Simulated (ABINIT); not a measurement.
Runs of ABINIT 10.8.3 (patched build) on RbBr. Symmetry: Fm-3m, No. 225, cubic system. Conventional cell: a = 6.854 Å, b = 6.854 Å, c = 6.854 Å, α = 90.00°, β = 90.00°, γ = 90.00°. Around Rb (site symmetry m-3m) lie 6 Br at 3.43 Å. Around Br (site symmetry m-3m) lie 6 Rb at 3.43 Å. 

| level | potentials or basis | k mesh | cutoff (eV) | smearing | most SCF steps | fine-grid cutoff | gap on the mesh (eV) | pressure (GPa) |
| --- | --- | --- | --- | --- | --- | --- | --- | --- |
| HSE06 | SG15 NC PBE v1.2 | 4 × 4 × 4 | 381 | fixed | 60 | - | 5.41 | 0.7 |
| PBEsol | SG15 NC PBE v1.2 | 4 × 4 × 4 | 381 | fixed | - | - | 4.15 | 0.0 |
| r2SCAN | Ansatz PAW PBE default generated set, frozen core | 7 × 7 × 7 | 490 | fermi-dirac 0.05 eV | - | 979.61 eV | 4.97 | 0.4 |
| r2SCAN | PseudoDojo NC SR PBE v0.4.1 standard | 7 × 7 × 7 | 762 | fermi-dirac 0.05 eV | - | - | (b) | 0.3 |
| r2SCAN | JTH PAW PBE v2.0 | 7 × 7 × 7 | 517 | fermi-dirac 0.05 eV | - | 1034.03 eV | (a) | 1.0 |
| PBE | SG15 NC PBE v1.2 | 4 × 4 × 4 | 381 | fixed | - | - | 4.35 | 1.0 |
| r2SCAN | Ansatz NC r2SCAN | 7 × 7 × 7 | 1007 | fermi-dirac 0.05 eV | - | - | 4.97 | 0.5 |
| r2SCAN | SG15 NC PBE v1.2 | 7 × 7 × 7 | 490 | fermi-dirac 0.05 eV | - | - | 4.84 | 0.5 |

Alike in all rows: task single point; no spin polarisation; cell as given.

Fill in the values left out.

(a) 4.96; (b) 4.91.

Caveats: an odd mesh through Γ misses points on the zone boundary, where band edges often lie (some runs); the potentials were made for another functional, which shifts forces and pressure (some runs); the PAW data sets were made with another functional, which shifts forces and pressure a little (some runs); Libxc's HSE differs a little from that of other programs (some runs); a meta-GGA on potentials with a model core is unreliable (some runs).

A k mesh can miss the band edges, and the runs leave out spin-orbit coupling on Br, Rb.
